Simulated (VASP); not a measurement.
# TePt (P6_3/mmc) in VASP: further runs

Runs on TePt. Level: PBEsol+U. Tasks: single point.

Program: VASP 6.6.1. These are calculated values, not measurements. Logs are shortened: lines on timing, memory, paths and dates and some standing lists are left out, and cuts for length are marked.

**1. The crystal as given**

It takes space group P6_3/mmc (No. 194, hexagonal). Conventional cell: a = 4.111 Å, b = 4.111 Å, c = 5.446 Å, α = 90.00°, β = 90.00°, γ = 120.00°. Around Te (site symmetry -6m2) lie 6 Pt at 2.74 Å. Pt (site symmetry -3m) is surrounded by 2 Pt at 2.72 Å and 6 Te at 2.74 Å.

Measurements of this composition are mostly on another form, of space group No. 166.

**2. Single point, PBEsol+U, collinear spin, typed start**

The input, INCAR:

```
ALGO = Normal
EDIFF = 1E-7
ENCUT = 520
GGA = PS
ISIF = 2
ISMEAR = 0
ISPIN = 2
LASPH = True
LCHARG = False
LDAU = True
LDAUJ = 0 0
LDAUL = -1 2
LDAUPRINT = 1
LDAUTYPE = 2
LDAUU = 0 6
LMAXMIX = 4
LORBIT = 11
LREAL = False
LWAVE = False
MAGMOM = 0 0 2 2
NBANDS = 28
NELM = 150
PREC = Accurate
SIGMA = 0.05
```

The input, KPOINTS:

```
k-points
0
Gamma
  5 5 4
```

The input, POSCAR:

```
TePt
1.0
    4.1109992400      0.0000000000      0.0000000000
   -2.0554996200      3.5602297800      0.0000000000
    0.0000000000      0.0000000000      5.4459992500
Te Pt
2 2
Direct
    0.3333333333      0.6666666667      0.2500000000
    0.6666666667      0.3333333333      0.7500000000
    0.0000000000      0.0000000000      0.0000000000
    0.0000000000      0.0000000000      0.5000000000
```

Potentials or basis: VASP PAW PBE potentials, release 64 (Te, Pt).

On the command line:

```console
cat potpaw_PBE.64/Te/POTCAR potpaw_PBE.64/Pt/POTCAR > POTCAR
mpirun -np 1 vasp_std > vasp.out
```

OUTCAR:

```text
EDIFF = 1E-7
   ENCUT = 520
   GGA = PS
   ISIF = 2
   ISMEAR = 0
   ISPIN = 2
   LASPH = True
   LORBIT = 11
   LREAL = False
   NELM = 150
   PREC = Accurate

 ion  position               nearest neighbor table
   1  0.333  0.667  0.250-   3 2.74   4 2.74   3 2.74   4 2.74   3 2.74   4 2.74   2 3.61   2 3.61
                             2 3.61   2 3.61   2 3.61   2 3.61
   2  0.667  0.333  0.750-   3 2.74   4 2.74   3 2.74   4 2.74   3 2.74   4 2.74   1 3.61   1 3.61
                             1 3.61   1 3.61   1 3.61   1 3.61
   3  0.000  0.000  0.000-   4 2.72   4 2.72   1 2.74   2 2.74   2 2.74   1 2.74   2 2.74   1 2.74

   4  0.000  0.000  0.500-   3 2.72   3 2.72   1 2.74   2 2.74   2 2.74   1 2.74   2 2.74   1 2.74

  LATTYP: Found a hexagonal cell.
 ALAT       =     4.1109992400
 C/A-ratio  =     1.3247385689

  Lattice vectors:

 A1 = (   4.1109992400,   0.0000000000,   0.0000000000)
 A2 = (  -2.0554996200,   3.5602297800,   0.0000000000)
 A3 = (   0.0000000000,   0.0000000000,   5.4459992500)

Analysis of symmetry for initial positions (statically):
=====================================================================
 Subroutine PRICEL returns:
 Original cell was already a primitive cell.

 Routine SETGRP: Setting up the symmetry group for a
 hexagonal supercell.

 Subroutine GETGRP returns: Found 24 space group operations
 (whereof 12 operations were pure point group operations)
 out of a pool of 24 trial point group operations.

The static configuration has the point symmetry D_3d.
 The point group associated with its full space group is D_6h.

Analysis of symmetry for dynamics (positions and initial velocities):
=====================================================================
 Subroutine PRICEL returns:
 Original cell was already a primitive cell.

 Routine SETGRP: Setting up the symmetry group for a
 hexagonal supercell.

 Subroutine GETGRP returns: Found 24 space group operations
 (whereof 12 operations were pure point group operations)
 out of a pool of 24 trial point group operations.

The dynamic configuration has the point symmetry D_3d.
 The point group associated with its full space group is D_6h.

Analysis of structural, dynamic, and magnetic symmetry:
[... 213 lines left out ...]
  o =  0.9305  v =  0.0000  0.0000  0.0000  0.0000  0.0000  0.0000  0.7699 -0.0000  0.0000 -0.6382      0.0000  0.0000  0.0000  0.0000  0.0000  0.0000  0.0000  0.0000  0.0000  0.0000
  o =  0.9305  v = -0.6382  0.0000 -0.0000  0.7699  0.0000  0.0000  0.0000  0.0000  0.0000  0.0000      0.0000  0.0000  0.0000  0.0000  0.0000  0.0000  0.0000  0.0000  0.0000  0.0000
  o =  0.9305  v =  0.0000  0.7699 -0.0000  0.0000 -0.6382  0.0000  0.0000  0.0000  0.0000  0.0000      0.0000  0.0000  0.0000  0.0000  0.0000  0.0000  0.0000  0.0000  0.0000  0.0000

 number of electron      31.9999996 magnetization      -0.0000026

 Free energy of the ion-electron system (eV)
  ---------------------------------------------------
  ext. energy  EPLUGINS =         0.00000000
  ---------------------------------------------------
  free energy    TOTEN  =       -14.56784542 eV

  energy without entropy =      -14.56590108  energy(sigma->0) =      -14.56687325

 E-fermi :  10.1242     XC(G=0): -11.6795

 val. band max:       10.1220630383   @ k =   0.4000   0.2000   0.0000
 cond. band min:      10.4150374300   @ k =   0.4000   0.2000   0.2500
 fundamental gap:      0.2929743917
 Fermi energy:        10.1241538592

 spin component 1

 k-point     1 :       0.0000    0.0000    0.0000
  band No.  band energies     occupation
      1      -4.1955      1.00000
      2      -1.1391      1.00000
      3       2.4053      1.00000
      4       2.9299      1.00000
      5       2.9299      1.00000
      6       3.1755      1.00000
[... 454 lines left out ...]
     27      20.9325      0.00000
     28      20.9325      0.00000
 Fermi energy:        10.1241538592

 spin component 2

 k-point     1 :       0.0000    0.0000    0.0000
  band No.  band energies     occupation
      1      -4.1955      1.00000
      2      -1.1391      1.00000
      3       2.4053      1.00000
      4       2.9299      1.00000
      5       2.9299      1.00000
      6       3.1755      1.00000
[... 454 lines left out ...]
     27      20.9325      0.00000
     28      20.9325      0.00000

------------------------ aborting loop because EDIFF is reached ----------------------------------------

  FORCE on cell =-STRESS in cart. coord.  units (eV):
  Direction    XX          YY          ZZ          XY          YZ          ZX
  --------------------------------------------------------------------------------------
  -------------------------------------------------------------------------------------
  Total        1.0087530      1.0087530      1.4664028      0.0000000      0.0000000      0.0000000
  in kB       20.2764726     20.2764726     29.4754787      0.0000000      0.0000000      0.0000000
  external PRESSURE =      23.3428080 kB  Pullay stress =       0.0000000 kB

 VOLUME and BASIS-vectors are now :
 -----------------------------------------------------------------------------
  energy-cutoff  :      520.00
  volume of cell :       79.71
      direct lattice vectors                 reciprocal lattice vectors
     4.110999240  0.000000000  0.000000000     0.243249863  0.140440373  0.000000000
    -2.055499620  3.560229780  0.000000000     0.000000000  0.280880747  0.000000000
     0.000000000  0.000000000  5.445999250     0.000000000  0.000000000  0.183621032

 POSITION                                       TOTAL-FORCE (eV/Angst)
 -----------------------------------------------------------------------------------
     -0.00000      2.37349      1.36150         0.000000     -0.000000      0.000000
      2.05550      1.18674      4.08450        -0.000000      0.000000      0.000000
      0.00000      0.00000      0.00000         0.000000      0.000000      0.000000
      0.00000      0.00000      2.72300         0.000000      0.000000      0.000000
 -----------------------------------------------------------------------------------
    total drift:                                0.000000     -0.000000      0.000000

  FREE ENERGIE OF THE ION-ELECTRON SYSTEM (eV)
  ---------------------------------------------------
  free  energy   TOTEN  =       -14.5678454227 eV

  energy  without entropy=      -14.5659010844  energy(sigma->0) =      -14.56687325

 total charge

# of ion       s       p       d       tot
------------------------------------------
    1        1.403   1.786   0.102   3.291
    2        1.403   1.786   0.102   3.291
    3        0.589   0.525   8.887  10.002
    4        0.589   0.525   8.887  10.002
--------------------------------------------------
tot          3.985   4.622  17.979  26.586

 magnetization (x)

# of ion       s       p       d       tot
------------------------------------------
    1       -0.000  -0.000   0.000  -0.000
    2       -0.000  -0.000   0.000  -0.000
    3       -0.000   0.000  -0.000  -0.000
    4       -0.000   0.000  -0.000  -0.000
--------------------------------------------------
tot         -0.000  -0.000  -0.000  -0.000
```

Run time: 36 s. Hardware: 1 thread of Intel Xeon 6975P-C (Granite Rapids), shared host; peak memory 0.25 GiB.

Results:

| Property | Result |
| --- | --- |
| Free energy | -14.5678 eV |
| Pressure | 2.3 GPa |
| Band gap on the k mesh | none (metal or under the smearing width) |
| Net moment | 0.00 μB per cell |
| Valence electrons inside the program's atomic spheres | Te 3.29; Pt 10.00 |

Eigenvalues of the final occupation matrices:
```
    site  spin  trace               eigenvalues
site 3 d     1   4.48  0.86 0.86 0.91 0.93 0.93
site 3 d     2   4.48  0.86 0.86 0.91 0.93 0.93
site 4 d     1   4.48  0.86 0.86 0.91 0.93 0.93
site 4 d     2   4.48  0.86 0.86 0.91 0.93 0.93
```

Caveat: the PAW data sets were made with another functional, which shifts forces and pressure a little; the U is typed as a test and isn't derived for this compound.

**3. Single point, PBEsol+U, collinear spin, zero start**

INCAR: that of step 2 with these lines changed.

```diff
@@ -1,3 +1,3 @@
 ALGO = Normal
-EDIFF = 1E-7
+EDIFF = 1E-6
 ENCUT = 520
@@ -19,3 +19,3 @@
 LWAVE = False
-MAGMOM = 0 0 2 2
+MAGMOM = 0 0 0 0
 NBANDS = 28
```

KPOINTS is that of step 2.

POSCAR is that of step 2.

Potentials or basis: VASP PAW PBE potentials, release 64 (Te, Pt).

On the command line:

```console
cat potpaw_PBE.64/Te/POTCAR potpaw_PBE.64/Pt/POTCAR > POTCAR
mpirun -np 1 vasp_std > vasp.out
```

It took 29 s on 1 thread of Intel Xeon 6975P-C (Granite Rapids), shared host; peak memory 0.25 GiB.

The run converged. Its results:

* Free energy: -14.5678 eV
* Pressure: 2.3 GPa
* Band gap on the k mesh: none (metal or under the smearing width)
* Net moment: 0.00 μB per cell
* Valence electrons inside the program's atomic spheres: Te 3.29; Pt 10.00

Stress tensor (GPa, compression positive):
```
2.03 0.00 0.00
0.00 2.03 0.00
0.00 0.00 2.95
```

Levels at points of the mesh, in eV from the Fermi level:
Spin up:
```tsv
k point	band 12	band 13	band 14	band 15	band 16	band 17	band 18	band 19	band 20	band 21
(0.00, 0.00, 0.00)	-3.18	-1.29	-1.29	-0.06	0.54	2.04	2.29	2.29	2.74	5.06
(0.00, 0.00, 0.50)	-4.83	-2.46	-2.46	1.12	1.12	1.12	1.12	4.64	4.64	5.99
```
Spin down:
```csv
k point,band 13,band 14,band 15,band 16,band 17,band 18,band 19,band 20
"(0.00, 0.00, 0.00)",-1.29,-1.29,-0.06,0.54,2.04,2.29,2.29,2.74
"(0.00, 0.00, 0.50)",-2.46,-2.46,1.12,1.12,1.12,1.12,4.64,4.64
```

Eigenvalues of the final occupation matrices:
```
    site  spin  trace               eigenvalues
site 3 d     1   4.48  0.86 0.86 0.91 0.93 0.93
site 3 d     2   4.48  0.86 0.86 0.91 0.93 0.93
site 4 d     1   4.48  0.86 0.86 0.91 0.93 0.93
site 4 d     2   4.48  0.86 0.86 0.91 0.93 0.93
```

Caveat: the PAW data sets were made with another functional, which shifts forces and pressure a little; the U is typed as a test and isn't derived for this compound. The state reached can hang on the start; a lower one may exist.

**4. Single point, PBEsol+U, collinear spin, twin_end start**

The input, INCAR:

```
SYSTEM = TePt
PREC     = Accurate       ! precision mode
ENCUT    = 520            ! plane-wave cutoff, eV
EDIFF    = 1E-6           ! SCF threshold, eV
ISMEAR   = 0              ! smearing method
SIGMA    = 0.05           ! smearing width, eV
LREAL    = .False.        ! projectors in reciprocal space
LASPH    = .True.         ! aspherical terms in the spheres
NELM     = 150            ! most SCF steps
ALGO     = Normal         ! electronic algorithm
ISIF     = 2              ! what is computed and relaxed
LWAVE    = .False.        ! write WAVECAR
LCHARG   = .False.        ! write CHGCAR
ISPIN    = 2              ! spin polarisation
MAGMOM   = 0.79 0.79 0.93 0.93 ! initial moments
LORBIT   = 11             ! projections on sites
NUPDOWN  = 4.4            ! fixed moment
LMAXMIX  = 4              ! l up to which the mixer works
LDAU     = .True.         ! DFT+U
LDAUTYPE = 2            
LDAUL    = -1 2           ! shell
LDAUU    = 0 6            ! U, eV
LDAUJ    = 0 0          
LDAUPRINT= 1            
GGA      = PS             ! functional
NBANDS   = 28             ! bands
```

The input, KPOINTS:

```
regular mesh
0
Gamma
  5 5 4
  0 0 0
```

POSCAR is that of step 3.

On the command line:

```console
cat potpaw_PBE.64/Te/POTCAR potpaw_PBE.64/Pt/POTCAR > POTCAR
mpirun -np 1 vasp_std > vasp.out
```

Run time: 31 s. Hardware: 1 thread of Intel Xeon 6975P-C (Granite Rapids), shared host; peak memory 0.25 GiB.

Results (log left out):

```
Free energy                                           : -10.5464 eV
Pressure                                              : 13.8 GPa
Net moment                                            : 4.40 μB per cell
Site moments                                          : Te +0.70; Pt +1.12 μB
Valence electrons inside the program's atomic spheres : Te 3.37; Pt 9.87
```

Stress tensor (GPa, compression positive):
```
11.97  0.00  0.00
 0.00 11.97  0.00
 0.00  0.00 17.57
```

Eigenvalues of the final occupation matrices:
```
    site  spin  trace               eigenvalues
site 3 d     1   4.88  0.95 0.95 0.96 1.01 1.01
site 3 d     2   3.92  0.67 0.67 0.76 0.91 0.91
site 4 d     1   4.88  0.95 0.95 0.96 1.01 1.01
site 4 d     2   3.92  0.67 0.67 0.76 0.91 0.91
```

Caveat: the PAW data sets were made with another functional, which shifts forces and pressure a little; the total moment is fixed, so each spin has its own Fermi level; the U is typed as a test and isn't derived for this compound.

**5. Single point, PBEsol+U, collinear spin, zero start**

The input, INCAR:

```
PREC     = Accurate       # precision mode
ENCUT    = 520            # plane-wave cutoff, eV
EDIFF    = 1E-6           # SCF threshold, eV
ISMEAR   = 0              # smearing method
SIGMA    = 0.05           # smearing width, eV
LREAL    = False          # projectors in reciprocal space
LASPH    = True           # aspherical terms in the spheres
NELM     = 150            # most SCF steps
ALGO     = Normal         # electronic algorithm
ISIF     = 2              # what is computed and relaxed
LWAVE    = False          # write WAVECAR
LCHARG   = False          # write CHGCAR
ISPIN    = 2              # spin polarisation
MAGMOM   = 0 0 0 0        # initial moments
LORBIT   = 11             # projections on sites
LMAXMIX  = 4              # l up to which the mixer works
LDAU     = True           # DFT+U
LDAUTYPE = 2            
LDAUL    = -1 2           # shell
LDAUU    = 0 6            # U, eV
LDAUJ    = 0 0          
LDAUPRINT= 1            
GGA      = PS             # functional
NBANDS   = 28             # bands
```

The input, KPOINTS:

```
Automatic mesh
0
Gamma
  5 5 4
```

POSCAR is that of step 4.

On the command line:

```console
cat potpaw_PBE.64/Te/POTCAR potpaw_PBE.64/Pt/POTCAR > POTCAR
mpirun -np 1 vasp_std > vasp.out
```

Run time: 29 s. Hardware: 1 thread of Intel Xeon 6975P-C (Granite Rapids), shared host; peak memory 0.25 GiB.

Results (log left out):

| Quantity | Value |
| --- | --- |
| Free energy | -14.5678 eV |
| Pressure | 2.3 GPa |
| Band gap on the k mesh | none (metal or under the smearing width) |
| Net moment | 0.00 μB per cell |
| Valence electrons inside the program's atomic spheres | Te 3.29; Pt 10.00 |

Stress tensor (GPa, compression positive):
```
2.03 0.00 0.00
0.00 2.03 0.00
0.00 0.00 2.95
```

Levels at points of the mesh, in eV from the Fermi level:
Spin up:
```csv
k point,band 12,band 13,band 14,band 15,band 16,band 17,band 18,band 19,band 20,band 21
"(0.00, 0.00, 0.00)",-3.18,-1.29,-1.29,-0.06,0.54,2.04,2.29,2.29,2.74,5.06
"(0.00, 0.00, 0.50)",-4.83,-2.46,-2.46,1.12,1.12,1.12,1.12,4.64,4.64,5.99
```
Spin down:
```csv
k point,band 12,band 13,band 14,band 15,band 16,band 17,band 18,band 19,band 20,band 21
"(0.00, 0.00, 0.00)",-3.18,-1.29,-1.29,-0.06,0.54,2.04,2.29,2.29,2.74,5.06
"(0.00, 0.00, 0.50)",-4.83,-2.46,-2.46,1.12,1.12,1.12,1.12,4.64,4.64,5.99
```

Eigenvalues of the final occupation matrices:
```
    site  spin  trace               eigenvalues
site 3 d     1   4.48  0.86 0.86 0.91 0.93 0.93
site 3 d     2   4.48  0.86 0.86 0.91 0.93 0.93
site 4 d     1   4.48  0.86 0.86 0.91 0.93 0.93
site 4 d     2   4.48  0.86 0.86 0.91 0.93 0.93
```

Caveat: the PAW data sets were made with another functional, which shifts forces and pressure a little; the U is typed as a test and isn't derived for this compound. Spin-orbit coupling is left out, which matters for the levels of Pt, Te.

**6. The runs side by side**

```csv
spin,fixed moment (μB),gap on the mesh (eV),pressure (GPa),moment (μB)
"collinear, typed start",-,none,2.3,0.00
"collinear, zero start",-,none,2.3,0.00
"collinear, twin_end start",4.4,-,13.8,4.40
```

Alike in all rows: task single point; level PBEsol+U; potentials or basis VASP PAW PBE potentials, release 64 (Te, Pt); Pt d U = 6.0 eV; cell as given; k mesh 5 × 5 × 4; cutoff (eV) 520; smearing gaussian 0.05 eV.

Caveats: the PAW data sets were made with another functional, which shifts forces and pressure a little; the U is typed as a test and isn't derived for this compound; the total moment is fixed, so each spin has its own Fermi level (some runs).

Absolute energies hang on the potentials; compare differences alone.
